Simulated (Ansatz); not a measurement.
A run of Ansatz 0.2.0:

The input input.yaml:

```yaml
crystal:
  lattice:
    - [0.0, 2.3495, 2.3495]
    - [2.3495, 0.0, 2.3495]
    - [2.3495, 2.3495, 0.0]
  atoms:
    - { symbol: Cd, position: [0.0, 0.0, 0.0], spin: 1.0 }
    - { symbol: O, position: [0.5, 0.5, 0.5] }
kpoints:
  mp_grid: { grid: [10, 10, 10] }
scf:
  occupations: { method: gaussian, width: 0.05 }
hamiltonian:
  xc: pbesol
  dispersion: d4
  pseudopotentials: { kind: all_electron, lapw: { basis_error: 0.0005 } }
magnetization:
  spin_polarized: true
  initial_magnetization: 1.0
  spin_locking: { lock_magnetization: hard }
output:
  forces: true
  stress: true
  eigenvalues: true
```

Potentials or basis: all-electron LAPW, scalar-relativistic.

Command:

```console
$ ansatz run input.yaml --threads 1 --pin off --max-ram 2560MiB --backend cpu --events-out ev --progress --plain --runs-dir out
```

Hardware: 1 thread of Intel(R) Xeon(R) Platinum 8488C (Sapphire Rapids), with other jobs on the host.

Task: Estimate the wall time of this run.

Result: It took 18 s on 1 thread of Intel(R) Xeon(R) Platinum 8488C (Sapphire Rapids), with other jobs on the host, peak memory 0.48 GiB. Counts: scf iterations 9, plane waves 339, k points 47, bands 24.
